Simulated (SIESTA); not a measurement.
Crystal: AgBr.

```
Ag Br
1.0
     0.00000    2.87015    2.87015
     2.87015    0.00000    2.87015
     2.87015    2.87015    0.00000
Ag Br
1 1
Direct
  0.00000 0.00000 0.00000
  0.50000 0.50000 0.50000
```

Base run:

| Item | Value |
| --- | --- |
| Program | SIESTA 5.4.2 |
| Functional | BLYP |
| Potentials or basis | PseudoDojo 0.4 standard (PBE files) |
| Basis | DZP (energy shift 0.003 Ry; two zetas on semicore shells) |
| Grid cutoff | 800 Ry |
| Energy shift | 0.003 Ry |
| k mesh | 8 × 8 × 8 |
| Occupations | fermi-dirac, width 0.05 eV |
| Spin | no spin polarisation |

Its results: band gap on the k mesh 1.10 eV, indirect (least direct gap 2.96 eV); pressure 6.5 GPa.

Q: The run is repeated on the same cell with these changes: functional from BLYP to vdW-DF-cx. What comes out?

A: Band gap on the k mesh 0.92 eV, indirect (least direct gap 2.83 eV); pressure -0.5 GPa.

Caveats: short orbitals over semicore shells can move pressures by several GPa; the potentials were made for another functional, which shifts forces and pressure; the basis of atomic orbitals isn't converged, which shifts pressures, moduli and gaps.
